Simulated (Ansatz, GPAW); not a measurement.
This is a calculation of HgTe (Coloradoite) for Ansatz 0.2.0. 

Contents of input.yaml:

```yaml
crystal:
  lattice:
    - [0.0, 3.2145, 3.2145]
    - [3.2145, 0.0, 3.2145]
    - [3.2145, 3.2145, 0.0]
  atoms:
    - { symbol: Hg, position: [0.0, 0.0, 0.0] }
    - { symbol: Te, position: [0.75, 0.75, 0.75] }
hamiltonian:
  xc: pbesol
  pseudopotentials: { kind: paw }
kpoints:
  mp_grid: { grid: [7, 7, 7] }
scf:
  occupations: { method: fermi_dirac, width: 0.05 }
output:
  forces: true
  stress: true
  eigenvalues: true
```

Potentials or basis: Ansatz PAW.

Launch:

```sh
$ ansatz run input.yaml --threads 1 --pin off --max-ram 3584MiB --backend cpu --events-out ev --progress --plain --runs-dir out
```

What does the same run look like in GPAW 26.7.0 (ASE script)? Potentials or basis there: PAW data sets generated for this functional, cutoff 600 eV.

As run (cutoffs and basis follow the program's own potentials, and thresholds, step limits or extra output files can differ):

run.py

```python
from ase import Atoms
from ase.dft.bandgap import bandgap
from ase.io import write
from ase.units import Bohr, GPa
from gpaw import GPAW, PW, setup_paths
from gpaw.elf import elf_from_dft_calculation

setup_paths.insert(0, '.')

atoms = Atoms(['Hg', 'Te'],
              cell=[[0.0, 3.2145, 3.2145],
                    [3.2145, 0.0, 3.2145],
                    [3.2145, 3.2145, 0.0]],
              scaled_positions=[[0.0, 0.0, 0.0],
                                [0.75, 0.75, 0.75]],
              pbc=True)

calc = GPAW(mode=PW(600),
            xc='PBEsol',
            kpts={'size': (7, 7, 7), 'gamma': True},
            occupations={'name': 'fermi-dirac', 'width': 0.05},
            nbands=18,
            convergence={'density': 1e-05, 'energy': 1e-05},
            maxiter=150,
            txt='gpaw.txt')
atoms.calc = calc
energy = atoms.get_potential_energy()
forces = atoms.get_forces()
stress = atoms.get_stress()
calc.write('gs.gpw')
write('result.traj', atoms)
print(f'Energy: {energy:.6f} eV')
print('Forces (eV/A):')
print(forces.round(4))
print('Stress (GPa):', (stress / GPa).round(3))
print('Fermi level:', round(calc.get_fermi_level(), 4), 'eV')
print(f'Gap: {bandgap(calc)[0]:.4f} eV, direct: {bandgap(calc, direct=True)[0]:.4f} eV')

# fields on the real-space grid
write('density.cube', atoms, data=calc.get_pseudo_density() * Bohr**3)
write('potential.cube', atoms, data=calc.get_electrostatic_potential())
write('elf.cube', atoms, data=elf_from_dft_calculation(calc).data)
```

Potentials or basis: PAW data sets generated in the run's folder for this functional, pw.

The run is started by

```bash
$ gpaw-setup -f PBEsol Hg Te
$ OMP_NUM_THREADS=1 python run.py
```

Both were run:

|  | Ansatz | GPAW |
| --- | --- | --- |
| Pressure | 1.8 GPa | 1.7 GPa |

Ansatz's pressure holds a Pulay term of +0.03 GPa for its cutoff of 420 eV, which the other run lacks.

The potentials hold 36 and 24 valence electrons a cell.

Ansatz's potentials were made for PBE.

Where Ansatz's input types no cutoff or centring, it takes its own default and a Γ-centred mesh.

Pressure is positive in compression.
